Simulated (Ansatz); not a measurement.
Crystal: Bi2TeSe2 (Skippenite).

```
Bi Te Se
1.0
     2.09150    1.20753    9.71233
    -2.09150    1.20753    9.71233
     0.00000   -2.41506    9.71233
Bi Te Se
2 1 2
Direct
  0.60194 0.60194 0.60194
  0.39806 0.39806 0.39806
  0.00000 0.00000 0.00000
  0.78840 0.78840 0.78840
  0.21160 0.21160 0.21160
```

```yaml
Program: Ansatz 0.2.0
Task: relaxation of cell and atoms
Functional: PBEsol
Dispersion: D4
Potentials_or_basis: Ansatz PAW
Cutoff: "420 eV (not typed: the program's choice for these potentials)"
k_mesh: 7 × 7 × 7
Occupations: fermi-dirac, width 0.05 eV
Spin: no spin polarisation
```

At the start: volume 29.43 Å³/atom.

Where does the relaxation end?

It ends after 7 steps and the volume is 28.79 Å³/atom (-2.2 %); space group R-3m (No. 166, to 0.05 Å).

The path:
```csv
step,energy change (eV),largest force (eV/Å),volume (Å³)
1,0.0000,1.7942,147.17
2,-0.2947,0.4364,148.95
3,-0.3474,0.0796,142.67
4,-0.3536,0.0419,144.52
5,-0.3543,0.0314,143.74
6,-0.3545,0.0014,143.96
7,-0.3540,0.0014,143.96
```

Final structure:
```xyz
5
Lattice="2.0948 1.2094 9.4707 -2.0948 1.2094 9.4707 0.0000 -2.4188 9.4707" Properties=species:S:1:pos:R:3 pbc="T T T"
Bi    0.0000    0.0000   16.8529
Bi    0.0000    0.0000   11.5592
Te    0.0000    0.0000    0.0000
Se    0.0000    0.0000   22.5530
Se    0.0000    0.0000    5.8591
```

Caveat: the plane-wave basis is chosen anew once the cell has moved, so the energies of steps on either side of that aren't comparable; the PAW data sets come from PBE, with cores solved anew for the run's functional, which leaves a small shift of forces and pressure.
